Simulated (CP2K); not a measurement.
Crystal: TiC.

```
Ti C
1.0
     3.06279    0.00000    0.00000
     1.53139    2.65245    0.00000
     1.53139    0.88415    2.50076
Ti C
1 1
Cartesian
  0.0000 0.0000 0.0000
  3.0628 1.7683 1.2504
```

The cell is a database's computed one.

Program: CP2K 2026.2. Alike in all runs: task band structure; no spin polarisation; cell as given; k mesh 11 × 11 × 11.

Q: Order these runs on this cell by their pressure, lowest first.
A. level LDA; potentials or basis GTH_POTENTIALS Ti GTH-PADE-q12, C GTH-PADE-q4; TZVP-MOLOPT-PBE-GTH basis; smearing fermi-dirac 0.0259 eV; points a segment of the path (NPOINTS) 10; CUTOFF of the grids 450 Ry
B. level r2SCAN; potentials or basis POTENTIAL_UZH Ti GTH-SCAN-q12, C GTH-SCAN-q4; TZVP-MOLOPT-SCAN-GTH basis; smearing fermi-dirac 0.1 eV; points a segment of the path (NPOINTS) 6; CUTOFF of the grids 675 Ry
C. level PBEsol; potentials or basis POTENTIAL_UZH Ti GTH-PBE-q12, C GTH-PBE-q4; TZVP-MOLOPT-PBE-GTH basis; smearing fermi-dirac 0.01 eV; points a segment of the path (NPOINTS) 6; CUTOFF of the grids 450 Ry

A: A (-12.4 GPa), C (-5.5 GPa), B (0.4 GPa).

Caveats: the basis of atomic orbitals isn't converged, which shifts pressures, moduli and gaps; the potentials were made for another functional, which shifts forces and pressure (some runs).
